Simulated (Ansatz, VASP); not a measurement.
# La: VASP beside Ansatz

```
CELL_PARAMETERS angstrom
2.67869 0.00000 0.00000
0.00000 2.67869 0.00000
0.00000 0.00000 2.67869
ATOMIC_POSITIONS crystal
La 0.00000 0.00000 0.00000
```

Change from the starting cell: volume scaled by 0.6, LAPW.

Alike in both runs: task single point; functional LDA; k mesh 13 × 13 × 13; occupations fermi-dirac, width 0.05 eV; no spin polarisation.

|  | VASP | Ansatz |
| --- | --- | --- |
| version | VASP 6.6.1 | Ansatz 0.2.0 |
| potentials or method | VASP PAW LDA potentials, release 64 (La), cutoff 520 eV | all-electron LAPW, scalar-relativistic |

|  | VASP | Ansatz | Ansatz less VASP |
| --- | --- | --- | --- |
| pressure (GPa) | 53.9 | 53.9 | -0.01 |

Ansatz ran all-electron here, so the differences hold the error of VASP's frozen core and of both bases.

Caveats: so large a pressure means that the cell lies far from this level's equilibrium, or that cutoff or potentials fall short (VASP). The runs have no spin-orbit coupling, so splittings on La are missing.
